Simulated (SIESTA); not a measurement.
Runs of SIESTA 5.4.2 on TiO2 (Anatase). It takes space group I4_1/amd (No. 141, tetragonal). The conventional cell has a = 3.784 Å, b = 3.784 Å, c = 9.515 Å, α = 90.00°, β = 90.00°, γ = 90.00°. Around Ti (site symmetry -4m2) lie 6 O at 1.93 to 1.98 Å. Around O (site symmetry 2mm) lie 3 Ti at 1.93 to 1.98 Å. 

```csv
level,potentials or basis,energy shift,gap on the mesh (eV),pressure (GPa),largest force (eV/Å)
PBEJsJrLO,"PseudoDojo 0.4 standard (PBE files), DZP (energy shift 0.002 Ry)",0.002 Ry,1.92,4.4,0.12
PBE,"PseudoDojo 0.4 standard (PBE files), DZDP (energy shift 0.005 Ry)",0.005 Ry,2.00,7.3,0.23
PBE,"PseudoDojo 0.4 standard (PBE files), DZ (energy shift 0.05 Ry)",0.05 Ry,2.18,-50.3,0.88
PW91,"PseudoDojo 0.4 standard (PBE files), DZP (energy shift 0.002 Ry)",0.002 Ry,1.93,7.7,0.18
OLYP,"PseudoDojo 0.4 standard (PBE files), DZP (energy shift 0.002 Ry)",0.002 Ry,1.97,8.4,0.08
PBEGcGxHEG,"PseudoDojo 0.4 standard (PBE files), DZP (energy shift 0.002 Ry)",0.002 Ry,1.90,0.2,(b)
B86bPBE,"PseudoDojo 0.4 standard (PBE files), DZP (energy shift 0.002 Ry)",0.002 Ry,1.94,9.2,0.20
PBE,"PseudoDojo 0.4 standard (PBE files), SZP (energy shift 0.002 Ry)",0.002 Ry,1.78,(a),0.20
```

Alike in all rows: task band structure; no spin polarisation; cell as given; k mesh 7 × 7 × 7; smearing fermi-dirac 0.05 eV; grid cutoff 800 Ry.

Task: Fill in the values left out.

Result: (a) 9.1; (b) 0.06.

Caveats: the basis of atomic orbitals isn't converged, which shifts pressures, moduli and gaps; semicore shells carry a single zeta, which can move pressures by several GPa and volumes by a few percent (some runs); the potentials were made for another functional, which shifts forces and pressure (some runs); the basis has no polarisation orbitals (some runs); a pressure of tens of GPa on the cell as given is suspect, and the run, the potentials or the cell itself is likely at fault (some runs).

